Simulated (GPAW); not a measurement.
Runs of GPAW 26.7.0 on HfB2. The structure is hexagonal, space group P6/mmm (No. 191). The conventional cell has a = 3.140 Å, b = 3.140 Å, c = 3.480 Å, α = 90.00°, β = 90.00°, γ = 120.00°. Hf (site symmetry 6/mmm) has 12 B at 2.51 Å as nearest neighbours. B (site symmetry -6m2) is surrounded by 3 B at 1.81 Å. 

| task | level | potentials or basis | smearing | band path | band points | gap on the mesh (eV) | pressure (GPa) |
| --- | --- | --- | --- | --- | --- | --- | --- |
| single point | PBE | GPAW PAW data sets (gpaw-data 1.2.1), pw | gaussian 0.011 eV | - | - | none | 2.1 |
| single point | PBE | GPAW PAW data sets (gpaw-data 1.2.1), pw | gaussian 0.012 eV | - | - | none | 2.1 |
| single point | PBE | GPAW PAW data sets (gpaw-data 1.2.1), pw | gaussian 0.015 eV | - | - | none | 2.1 |
| band structure | PBEsol | PAW data sets generated in the run's folder for this functional, pw | fermi-dirac 0.05 eV | GMKGALHA,LM,KH | 60 | - | -3.5 |
| single point | PBE | GPAW PAW data sets (gpaw-data 1.2.1), pw | gaussian 0.1 eV | - | - | none | 2.1 |
| single point | PBE | GPAW PAW data sets (gpaw-data 1.2.1), pw | gaussian 0.028 eV | - | - | none | 2.1 |
| single point | PBE | GPAW PAW data sets (gpaw-data 1.2.1), pw | gaussian 0.017 eV | - | - | none | 2.1 |
| single point | PBEsol+D4 | PAW data sets generated in the run's folder for this functional, pw | fermi-dirac 0.1 eV | - | - | none | (a) |

Alike in all rows: no spin polarisation; cell as given; k mesh 10 × 10 × 8; cutoff (eV) 800.

Fill in the values left out.

(a) -6.7.

Caveats: spin-orbit coupling is left out, which moves the levels of the heavy elements (some runs); pairwise dispersion overbinds metals, which lowers pressure and volume (some runs).

A k mesh can miss the band edges, and the runs leave out spin-orbit coupling on Hf.

A gap of «none» marks a metal or a gap under the smearing width.
